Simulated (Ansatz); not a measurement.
# The perfect BN wire along [110], 8 atoms a period, H-terminated

Wanted: the relaxed geometry and the bands of the BN wire along [110], 8 atoms a period, H-terminated.

Method: DFT PBE, plane waves, PAW; relaxation of a wire's period; PAW set soft_1, in the first sound run; inputs show where later runs differ, in Ansatz 0.2.0.

## 1. Starting point

The cell holds 16 atoms: 8 H, 4 B and 4 N. Its edges and angles: a = 12.648 Å, b = 11.326 Å, c = 2.567 Å, α = 90.0°, β = 90.0°, γ = 90.0°. Vacuum lies along a and b. The structure's axis is c.

As a file:

```xyz
16
Lattice="12.6480 0.0000 0.0000 0.0000 11.3260 0.0000 0.0000 0.0000 2.5668" Properties=species:S:1:pos:R:3
H     5.2150    3.4000    0.0000
B     5.9078    4.3798    0.0000
H     3.4000    6.6430    1.2834
H     3.4000    4.6834    1.2834
B     4.0928    5.6632    1.2834
N     6.8153    6.9466    1.2834
N     6.8153    4.3798    1.2834
H     7.4331    7.8202    1.2834
H     7.4331    3.5061    1.2834
B     7.7228    5.6632    1.2834
N     5.0003    5.6632    0.0000
H     5.2150    7.9264    0.0000
B     5.9078    6.9466    0.0000
N     8.6303    5.6632    0.0000
H     9.2481    6.5368    0.0000
H     9.2481    4.7895    0.0000
```

## 2. Relaxing the period

Band widths follow the bond lengths, so the wire is relaxed first. The atoms and the third cell vector are free; the box across stays fixed as vacuum. A Fermi-Dirac smearing is set since the result may be a metal. The pressure printed is a third of the stress's trace over the whole box, vacuum included; only the stress along the axis is relaxed.

Input file input.yaml:

```yaml
crystal:
  lattice:
    - [12.648, 0.0, 0.0]
    - [0.0, 11.326, 0.0]
    - [0.0, 0.0, 2.5667976157]
  atoms:
    - { symbol: H, position: [0.412318153, 0.300194243, 0.0] }
    - { symbol: B, position: [0.467095218, 0.386702799, 0.0] }
    - { symbol: H, position: [0.268817204, 0.586525746, 0.5] }
    - { symbol: H, position: [0.268817204, 0.413508636, 0.5] }
    - { symbol: B, position: [0.32359427, 0.500017191, 0.5] }
    - { symbol: "N", position: [0.538845693, 0.613331583, 0.5] }
    - { symbol: "N", position: [0.538845693, 0.386702799, 0.5] }
    - { symbol: H, position: [0.587688576, 0.690468378, 0.5] }
    - { symbol: H, position: [0.587688576, 0.309566003, 0.5] }
    - { symbol: B, position: [0.610596167, 0.500017191, 0.5] }
    - { symbol: "N", position: [0.395344744, 0.500017191, 0.0] }
    - { symbol: H, position: [0.412318153, 0.699840139, 0.0] }
    - { symbol: B, position: [0.467095218, 0.613331583, 0.0] }
    - { symbol: "N", position: [0.682346642, 0.500017191, 0.0] }
    - { symbol: H, position: [0.731189525, 0.577153986, 0.0] }
    - { symbol: H, position: [0.731189525, 0.422880396, 0.0] }
kpoints:
  mp_grid: { grid: [1, 1, 32] }
scf:
  occupations: { method: fermi_dirac, width: 0.05 }
hamiltonian:
  xc: pbe
  pseudopotentials: { kind: paw, azcp: { folder: soft_1 } }
relax:
  cell: { fix: [a, b, alpha, beta, gamma] }
  max_steps: 45
  f_tol: 0.03
```

The run is started by

```sh
> ansatz run input.yaml --threads 4 --pin off --max-ram 16384MiB --backend cpu --events-out ev --progress --plain --runs-dir out
```

Numbers of over 12 decimals in the logs are rounded to 6 here.

The log of the run:

```text
Engine: ansatz 0.2.0, x86_64-unknown-linux-gnu
Pseudopotentials: kind: paw
Pseudopotential: H, paw, valence charge 1, recommended cutoff 420 eV (normal), soft_1/H.paw.azcp
Pseudopotential: B, paw, valence charge 3, recommended cutoff 420 eV (normal), soft_1/B.paw.azcp
Pseudopotential: N, paw, valence charge 5, recommended cutoff 420 eV (normal), soft_1/N.paw.azcp
Functional definition: PBE
  parameter kappa = 0.804
  parameter beta = 0.066725
  exchange = pbe_x(kappa = kappa, mu = beta*pi^2/3)
  correlation = pbe_c(beta = beta)
Crystal: 16 atoms, lattice volume = 367.697 Å³
Basis set: ecut = 420 eV, 7223 PW (Γ), exchange–correlation on 180×160×36 points (8 copies of the dense FFT grid, shifted against one another)
Bands: 36, of which v1, the nominal top of the filled ones, is band 20 counted from 1 (19 counted from 0)
Symmetry: 4 space group operations
Space group: Pmm2 (ITA 25), of the structure as read, at distance tolerance 7.2e-5 Å
k-points: 17 of 32
Non-local potential: H, projectors of the file, l = 0: 2, l = 1: 1
Non-local potential: B, projectors of the file, l = 0: 2, l = 1: 2, l = 2: 1
Non-local potential: N, projectors of the file, l = 0: 2, l = 1: 2, l = 2: 1
PAW form: soft (Blöchl's): semilocal exchange-correlation on the pseudo side does not see the compensation charge
PAW one-centre angular grid: H, 110 points (default); XC on 64 Gauss nodes
PAW one-centre angular grid: B, 110 points (default); XC on 64 Gauss nodes
PAW one-centre angular grid: N, 110 points (default); XC on 64 Gauss nodes
Initial density: superposition of atomic densities (neutral atoms: chi_scale 0, normalization atom)
Initial wavefunctions: pseudopotential atomic-orbital guess
Functional: x = pbe(κ = 0.804, μ = 0.219515), c = pbe(β = 0.066725)
SCF iter   1: F=—  HF=-2303.697174 eV  |F-HF|=—  |Δ(HF+E_count)|=         —  Δρ=7.53e-2  dr2=2.85e1  ethr=3.10e-3  ⟨swp⟩=8.2  Hψ=3608  notcnv=0  defer=17
preconditioner: auto → Resta (q_TF=auto, 1.885 Å⁻¹)  ε∞=1.5  [insulator: Δε(μ)=7.923 eV  Ē_g=17.356 eV  σ=0.050 eV  W_gap=1.00  n_scr=40 (ndim 8)  ℏωp=12.2 eV  f_vac=0.607  D(μ)=0.00/eV (n_scr^D=0)  ε∞_Penn≈1.5  vacuum switching on, ρ_ref=2.2e-2 e/Å³]
SCF iter   2: F=—  HF=-2294.351149 eV  |F-HF|=—  |Δ(HF+E_count)|=    9.35e0  Δρ=3.52e-2  dr2=2.84e0  ethr=3.10e-3  ⟨swp⟩=4.6  Hψ=1600  notcnv=0  defer=178
SCF iter   3: F=—  HF=-2293.661885 eV  |F-HF|=—  |Δ(HF+E_count)|=   6.89e-1  Δρ=1.37e-2  dr2=4.96e-1  ethr=3.10e-3  ⟨swp⟩=2.0  Hψ=1065  notcnv=0  defer=178
SCF iter   4: F=—  HF=-2293.566312 eV  |F-HF|=—  |Δ(HF+E_count)|=   9.56e-2  Δρ=3.77e-3  dr2=5.77e-2  ethr=1.24e-3  ⟨swp⟩=4.3  Hψ=1223  notcnv=0  defer=174
SCF iter   5: F=—  HF=-2293.560587 eV  |F-HF|=—  |Δ(HF+E_count)|=   5.73e-3  Δρ=1.48e-3  dr2=1.52e-2  ethr=1.44e-4  ⟨swp⟩=3.1  Hψ=904  notcnv=0  defer=174
SCF iter   6: F=—  HF=-2293.557343 eV  |F-HF|=—  |Δ(HF+E_count)|=   3.24e-3  Δρ=4.27e-4  dr2=4.99e-4  ethr=3.79e-5  ⟨swp⟩=1.3  Hψ=795  notcnv=0  defer=174
SCF iter   7: F=—  HF=-2293.557548 eV  |F-HF|=—  |Δ(HF+E_count)|=   2.04e-4  Δρ=1.52e-4  dr2=7.44e-5  ethr=1.25e-6  ⟨swp⟩=2.1  Hψ=795  notcnv=0  defer=174
SCF iter   8: F=—  HF=-2293.557496 eV  |F-HF|=—  |Δ(HF+E_count)|=   5.17e-5  Δρ=4.59e-5  dr2=6.76e-6  ethr=1.86e-7  ⟨swp⟩=2.1  Hψ=739  notcnv=0  defer=174
SCF iter   9: F=—  HF=-2293.557500 eV  |F-HF|=—  |Δ(HF+E_count)|=   3.72e-6  Δρ=1.63e-5  dr2=5.98e-7  ethr=1.69e-8  ⟨swp⟩=2.1  Hψ=774  notcnv=0  defer=174
SCF iter  10: F=-2293.557500 eV  HF=-2293.557500 eV  |F-HF|=1.81e-8  |Δ(HF+E_count)|=   3.51e-7  Δρ=5.54e-6  dr2=7.11e-8  ethr=2.50e-10  ⟨swp⟩=5.0  Hψ=2009  notcnv=0
SCF 1 converged in 10 iterations: F = -2293.557500 eV  dr2 = 7.11e-8
  greatest PAW one-centre occupation: 0.797 electrons in one spin orbital (limit 2), on the N atom at site 13 (counted from 0), in its partial waves of l = 0
relax step   1: F+E_penalty+E_count = -2293.55750004 eV  Δ(F+E_penalty+E_count) = +0.000e0 eV  max|allowed force component| = 2.302e0 eV/Å  Δτ_max = 0.0000 Å  P = -0.035 GPa  Ω = 367.697 Å³  fix = [a, b, alpha, beta, gamma]  reactions: a -0.817, b -2.166 GPa  (10 SCF iters, dr2 threshold 1.00e-7 eV, accepted)
Crystal: 16 atoms, lattice volume = 371.046 Å³
Basis set: ecut = 420 eV, 7311 PW (Γ), exchange–correlation on 180×160×36 points (8 copies of the dense FFT grid, shifted against one another)
Initial density: handed on by an earlier stage of this run
Initial wavefunctions: those handed on with the density
iter 1 solved again at ethr=2.71e-4 eV; its pass at ethr=3.10e-3 eV (dr2=1.08e-1 eV) is discarded
SCF iter   1: F=—  HF=-2293.936658 eV  |F-HF|=—  |Δ(HF+E_count)|=         —  Δρ=6.68e-3  dr2=1.12e-1  ethr=2.71e-4  ⟨swp⟩=5.4  Hψ=3601  notcnv=0
preconditioner: auto → Resta (q_TF=auto, 1.882 Å⁻¹)  ε∞=1.8  [insulator: Δε(μ)=0.591 eV  Ē_g=13.761 eV  σ=0.050 eV  W_gap=0.99  n_scr=40 (ndim 8)  ℏωp=12.0 eV  f_vac=0.661  D(μ)=0.05/eV (n_scr^D=0)  ε∞_Penn≈1.8  vacuum switching on, ρ_ref=1.4e-2 e/Å³]
SCF iter   2: F=—  HF=-2293.910691 eV  |F-HF|=—  |Δ(HF+E_count)|=   2.60e-2  Δρ=2.77e-3  dr2=1.15e-2  ethr=2.71e-4  ⟨swp⟩=3.1  Hψ=1198  notcnv=0  defer=10
SCF iter   3: F=—  HF=-2293.909953 eV  |F-HF|=—  |Δ(HF+E_count)|=   7.38e-4  Δρ=1.12e-3  dr2=1.81e-3  ethr=2.87e-5  ⟨swp⟩=2.1  Hψ=962  notcnv=0  defer=16
SCF iter   4: F=—  HF=-2293.910071 eV  |F-HF|=—  |Δ(HF+E_count)|=   1.18e-4  Δρ=1.90e-4  dr2=1.31e-4  ethr=4.54e-6  ⟨swp⟩=2.4  Hψ=787  notcnv=0  defer=16
SCF iter   5: F=—  HF=-2293.910002 eV  |F-HF|=—  |Δ(HF+E_count)|=   6.95e-5  Δρ=5.86e-5  dr2=1.13e-5  ethr=3.27e-7  ⟨swp⟩=2.0  Hψ=681  notcnv=0  defer=16
SCF iter   6: F=-2293.910002 eV  HF=-2293.910003 eV  |F-HF|=6.39e-7  |Δ(HF+E_count)|=   1.02e-6  Δρ=2.05e-5  dr2=1.47e-6  ethr=4.00e-9  ⟨swp⟩=5.0  Hψ=1983  notcnv=0
SCF 2 converged in 6 iterations: F = -2293.910002 eV  dr2 = 1.47e-6
  greatest PAW one-centre occupation: 0.800 electrons in one spin orbital (limit 2), on the N atom at site 13 (counted from 0), in its partial waves of l = 0
relax step   2: F+E_penalty+E_count = -2293.91000240 eV  Δ(F+E_penalty+E_count) = -3.525e-1 eV  max|allowed force component| = 1.548e0 eV/Å  Δτ_max = 0.0669 Å  P = +0.056 GPa  Ω = 371.046 Å³  energy of the carried Pulay correction = -2.390e-3 eV  fix = [a, b, alpha, beta, gamma]  reactions: a -0.169, b -1.416 GPa  (6 SCF iters, dr2 threshold 1.60e-6 eV, accepted)
Crystal: 16 atoms, lattice volume = 376.268 Å³
Basis set: ecut = 420 eV, 7383 PW (Γ), exchange–correlation on 180×160×36 points (8 copies of the dense FFT grid, shifted against one another)
iter 1 solved again at ethr=4.84e-4 eV; its pass at ethr=3.10e-3 eV (dr2=1.94e-1 eV) is discarded
[...]
SCF iter   2: F=—  HF=-2294.058269 eV  |F-HF|=—  |Δ(HF+E_count)|=   5.42e-2  Δρ=2.76e-3  dr2=1.25e-2  ethr=4.84e-4  ⟨swp⟩=4.3  Hψ=1386  notcnv=0  defer=3
SCF iter   3: F=—  HF=-2294.057459 eV  |F-HF|=—  |Δ(HF+E_count)|=   8.10e-4  Δρ=1.16e-3  dr2=1.91e-3  ethr=3.13e-5  ⟨swp⟩=2.5  Hψ=994  notcnv=0  defer=25
SCF iter   4: F=—  HF=-2294.057687 eV  |F-HF|=—  |Δ(HF+E_count)|=   2.28e-4  Δρ=3.23e-4  dr2=2.41e-4  ethr=4.77e-6  ⟨swp⟩=2.1  Hψ=714  notcnv=0  defer=25
SCF iter   5: F=—  HF=-2294.057586 eV  |F-HF|=—  |Δ(HF+E_count)|=   1.01e-4  Δρ=6.73e-5  dr2=1.02e-5  ethr=6.03e-7  ⟨swp⟩=2.0  Hψ=750  notcnv=0  defer=25
SCF iter   6: F=-2294.057589 eV  HF=-2294.057589 eV  |F-HF|=3.31e-7  |Δ(HF+E_count)|=   3.48e-6  Δρ=1.97e-5  dr2=1.19e-6  ethr=4.00e-9  ⟨swp⟩=5.0  Hψ=1983  notcnv=0
SCF 3 converged in 6 iterations: F = -2294.057589 eV  dr2 = 1.19e-6
  greatest PAW one-centre occupation: 0.801 electrons in one spin orbital (limit 2), on the N atom at site 13 (counted from 0), in its partial waves of l = 0
relax step   3: F+E_penalty+E_count = -2294.05758900 eV  Δ(F+E_penalty+E_count) = -1.476e-1 eV  max|allowed force component| = 2.148e-1 eV/Å  Δτ_max = 0.0454 Å  P = +0.083 GPa  Ω = 376.268 Å³  energy of the carried Pulay correction = -6.073e-3 eV  fix = [a, b, alpha, beta, gamma]  reactions: a -0.278, b +0.558 GPa  (6 SCF iters, dr2 threshold 1.60e-6 eV, accepted)
[...]
relax step   4: F+E_penalty+E_count = -2294.06492241 eV  Δ(F+E_penalty+E_count) = -7.333e-3 eV  max|allowed force component| = 9.775e-2 eV/Å  Δτ_max = 0.0200 Å  P = -0.225 GPa  Ω = 375.997 Å³  energy of the carried Pulay correction = -5.883e-3 eV  fix = [a, b, alpha, beta, gamma]  reactions: a -0.582, b -0.084 GPa  (5 SCF iters, dr2 threshold 1.60e-6 eV, accepted)
[...]
relax step   5: F+E_penalty+E_count = -2294.06589205 eV  Δ(F+E_penalty+E_count) = -9.696e-4 eV  max|allowed force component| = 2.899e-2 eV/Å  Δτ_max = 0.0067 Å  P = -0.118 GPa  Ω = 376.208 Å³  energy of the carried Pulay correction = -6.031e-3 eV  fix = [a, b, alpha, beta, gamma]  reactions: a -0.394, b +0.085 GPa  (5 SCF iters, dr2 threshold 5.97e-7 eV, accepted)
Initial wavefunctions: pseudopotential atomic-orbital guess (no wavefunctions were taken with the density)
iter 1 solved again at ethr=6.01e-7 eV; its pass at ethr=3.10e-3 eV (dr2=2.40e-4 eV) is discarded
SCF iter   1: F=—  HF=-2294.068234 eV  |F-HF|=—  |Δ(HF+E_count)|=         —  Δρ=1.78e-4  dr2=5.69e-6  ethr=6.01e-7  ⟨swp⟩=6.3  Hψ=5782  notcnv=0  defer=3
preconditioner: auto → Resta (q_TF=auto, 1.878 Å⁻¹)  ε∞=1.7  [insulator: Δε(μ)=1.445 eV  Ē_g=14.138 eV  σ=0.050 eV  W_gap=1.00  n_scr=40 (ndim 8)  ℏωp=12.0 eV  f_vac=0.661  D(μ)=0.00/eV (n_scr^D=0)  ε∞_Penn≈1.7  vacuum switching on, ρ_ref=1.4e-2 e/Å³]
SCF iter   2: F=—  HF=-2294.072210 eV  |F-HF|=—  |Δ(HF+E_count)|=   3.98e-3  Δρ=8.98e-5  dr2=1.50e-6  ethr=1.42e-8  ⟨swp⟩=2.4  Hψ=1286  notcnv=0  defer=28
SCF iter   3: F=—  HF=-2294.074231 eV  |F-HF|=—  |Δ(HF+E_count)|=   2.02e-3  Δρ=1.52e-5  dr2=3.47e-7  ethr=3.74e-9  ⟨swp⟩=2.7  Hψ=1291  notcnv=0  defer=29
SCF iter   4: F=—  HF=-2294.074302 eV  |F-HF|=—  |Δ(HF+E_count)|=   7.16e-5  Δρ=1.81e-6  dr2=1.79e-8  ethr=8.69e-10  ⟨swp⟩=2.6  Hψ=1080  notcnv=0  defer=33
SCF iter   5: F=—  HF=-2294.074303 eV  |F-HF|=—  |Δ(HF+E_count)|=   6.23e-7  Δρ=8.23e-7  dr2=2.64e-9  ethr=4.47e-11  ⟨swp⟩=2.2  Hψ=805  notcnv=0  defer=33
SCF iter   6: F=—  HF=-2294.074303 eV  |F-HF|=—  |Δ(HF+E_count)|=   7.32e-8  Δρ=3.16e-7  dr2=1.32e-9  ethr=6.60e-12  ⟨swp⟩=2.0  Hψ=875  notcnv=0  defer=33
SCF iter   7: F=-2294.074303 eV  HF=-2294.074303 eV  |F-HF|=1.14e-9  |Δ(HF+E_count)|=   5.42e-9  Δρ=8.46e-8  dr2=7.12e-11  ethr=1.00e-12  ⟨swp⟩=3.4  Hψ=2121  notcnv=0
SCF 6 converged in 7 iterations: F = -2294.074303 eV  dr2 = 7.12e-11
relax step   6: F+E_penalty+E_count = -2294.07430305 eV  Δ(F+E_penalty+E_count) = -8.411e-3 eV  max|allowed force component| = 2.961e-2 eV/Å  Δτ_max = 0.0000 Å  P = -0.084 GPa  Ω = 376.208 Å³  fix = [a, b, alpha, beta, gamma]  reactions: a -0.371, b +0.091 GPa  stress off target by 2.95e-2 GPa on what of the cell is left free  SCF on the basis re-selected at this cell (its energy is not comparable with the rows above)  (7 SCF iters)
basis re-selected at this cell: Δ(F+E_penalty+E_count) = -8.411e-3 eV, ΔP = +0.034 GPa vs the last step (what re-selecting the basis moved, of the pressure what is left beyond the Pulay correction that the steps carried, after the strain that the cell walked since its last selection, with what the two solves' SCF thresholds leave and, on support functions, any second-order correction that the steps lacked; it is no m [...]
SCF converged after 7 iterations
Free energy (F): -2294.074303 eV
Harris-Foulkes:  -2294.074303 eV  (|F-HF|=1.14e-9)
Internal energy: -2294.074303 eV  (E = F + TS)
E sigma→0 (E₀):  -2294.074303 eV
Entropy (-TS):   -0.000000 eV (-0.000 meV/atom)
Fermi energy:    -1.385075 eV
--- Per-component energies (eV) ---
  E_band       = -398.749085
  E_kinetic    = 832.867070
  E_local      = -9553.256175  (includes V_loc(G=0)·N_el)
  E_nonlocal   = 175.724414
  E_hartree    = 4396.592115
  E_xc         = -440.204062
  E_vxc        = -547.319210  (∫ρ·V_xc dr)
  E_paw        = -831.673914  (= ΣΔE_a)
  E_vpaw       = -99.945254  (= ΣTr[D̂ρ^β])
  E_aug_tail   = -0.004844  (compensation charges beyond the density's cutoff)
  E_ewald      = 3125.881092
  E_smearing   = -0.000000  (= −TS)
  E_closure    = 0.000000  (closes the sum)
  Σ components = -2294.074303   (vs F -2294.074303, Δ=0.00e0)
--- Forces (eV/Å), atoms counted from 1 ---
  atom   1  H      0.00102043    -0.01729986    -0.00000000
  atom   2  B     -0.01141629     0.02585608     0.00000000
  atom   3  H      0.00010127     0.00390408    -0.00000000
  atom   4  H      0.00010127    -0.00390408    -0.00000000
  atom   5  B      0.00683730    -0.00000000    -0.00000000
  atom   6  N      0.01137437     0.02960799    -0.00000000
  atom   7  N      0.01137437    -0.02960799    -0.00000000
  atom   8  H     -0.00305728    -0.00926881     0.00000000
  atom   9  H     -0.00305728     0.00926881     0.00000000
  atom  10  B      0.00172316    -0.00000000    -0.00000000
  atom  11  N      0.00604805    -0.00000000    -0.00000000
  atom  12  H      0.00102043     0.01729986    -0.00000000
  atom  13  B     -0.01141629    -0.02585608     0.00000000
  atom  14  N     -0.01403058     0.00000000     0.00000000
  atom  15  H      0.00168955    -0.00365727    -0.00000000
  atom  16  H      0.00168955     0.00365727    -0.00000000
  max |Σ_I F_I| component: 2.04e-6 eV/Å
--- Stress (GPa, compression-positive) ---
       -0.371046       0.000000       0.000000
        0.000000       0.090819      -0.000000
        0.000000      -0.000000       0.029517
  P = ⅓ Tr σ = -0.0836 GPa (-0.836 kbar)
--- Relaxed structure (5 steps of the walk, 5 accepted, 1 SCFs on fresh bases) ---
  F+E_penalty+E_count = -2294.07430305 eV   max|allowed force component| = 2.961e-2 eV/Å   (the final SCF, on the basis selected at the relaxed cell)
  cell:  # Å, volume = 376.2078 Å³
    - [12.648, 0, 0]
    - [0, 11.326, 0]
    - [0, 0, 2.626210]
  atoms:
    - { symbol: H, position: [0.416883, 0.295620, 0] }
    - { symbol: B, position: [0.463120, 0.388568, 0] }
    - { symbol: H, position: [0.268714, 0.589773, 0.5] }
    - { symbol: H, position: [0.268714, 0.410261, 0.5] }
    - { symbol: B, position: [0.321178, 0.500017, 0.5] }
    - { symbol: N, position: [0.540547, 0.608783, 0.5] }
    - { symbol: N, position: [0.540547, 0.391251, 0.5] }
    - { symbol: H, position: [0.581191, 0.687160, 0.5] }
    - { symbol: H, position: [0.581191, 0.312874, 0.5] }
    - { symbol: B, position: [0.610212, 0.500017, 0.5] }
    - { symbol: N, position: [0.396470, 0.500017, 0.0] }
    - { symbol: H, position: [0.416883, 0.704415, 0] }
    - { symbol: B, position: [0.463120, 0.611466, 0] }
    - { symbol: N, position: [0.685572, 0.500017, 0] }
    - { symbol: H, position: [0.734724, 0.572256, 0] }
    - { symbol: H, position: [0.734724, 0.427779, 0] }
```

Elapsed: 20 s, on 4 threads of Intel Xeon Platinum 8488C (Sapphire Rapids), shared host; peak memory 0.8 GiB; 76 s of CPU time.

Relaxation path:

```csv
step,energy less that of the first step (eV),largest force component (eV/Å),pressure (GPa),volume (Å³)
1,0.0000,2.3016,-0.04,367.70
2,-0.3525,1.5482,0.06,371.05
3,-0.5001,0.2148,0.08,376.27
4,-0.5074,0.0978,-0.22,376.00
5,-0.5084,0.0290,-0.12,376.21
6*,-0.5168,0.0296,-0.08,376.21
```

Relaxation steps marked * repeat the geometry before them on a plane-wave basis chosen anew for their cell, so energy and pressure can jump there.

The run keeps the 4 symmetry operations that it works with, so distortions that break them were not tested.

```csv
cell as run,before,after,change
c (Å),2.567,2.626,+2.3 %
```

The atoms that moved most (Å, along periodic axes as changes of fractional coordinates times the final cell, across vacuum about the mean position):

```
atom      dx      dy     dz  length
  H9  -0.082   0.037  0.000   0.090
  H8  -0.082  -0.037  0.000   0.090
  H1   0.058  -0.052  0.000   0.078
 H12   0.058   0.052  0.000   0.078
 H15   0.045  -0.055  0.000   0.071
 H16   0.045   0.055  0.000   0.071
  N6   0.022  -0.052  0.000   0.056
  N7   0.022   0.052  0.000   0.056
```

The relaxed structure:

```xyz
16
Lattice="12.6480 0.0000 0.0000 0.0000 11.3260 0.0000 0.0000 0.0000 2.6262" Properties=species:S:1:pos:R:3
H     5.2727    3.3482    0.0000
B     5.8575    4.4009    0.0000
H     3.3987    6.6798    1.3131
H     3.3987    4.6466    1.3131
B     4.0623    5.6632    1.3131
N     6.8368    6.8951    1.3131
N     6.8368    4.4313    1.3131
H     7.3509    7.7828    1.3131
H     7.3509    3.5436    1.3131
B     7.7180    5.6632    1.3131
N     5.0146    5.6632    0.0000
H     5.2727    7.9782    0.0000
B     5.8575    6.9255    0.0000
N     8.6711    5.6632    0.0000
H     9.2928    6.4814    0.0000
H     9.2928    4.8450    0.0000
```

This step gave:

| Quantity | Value |
| --- | --- |
| cell length along the wire | 2.626 Å |

The cell's length comes to 2.626 Å with spin left out.

(Part 1 of 2 ends here.)

[Logs are printed without paths, hosts, clocks, repeated set-up lines and the standing remarks that a program may print on its own settings, such as how far it seeks lower states.]

[Hosts, paths, dates, database ids (printed as entryN), source tags and the programs' standing remarks are cut or masked in the printed files.]
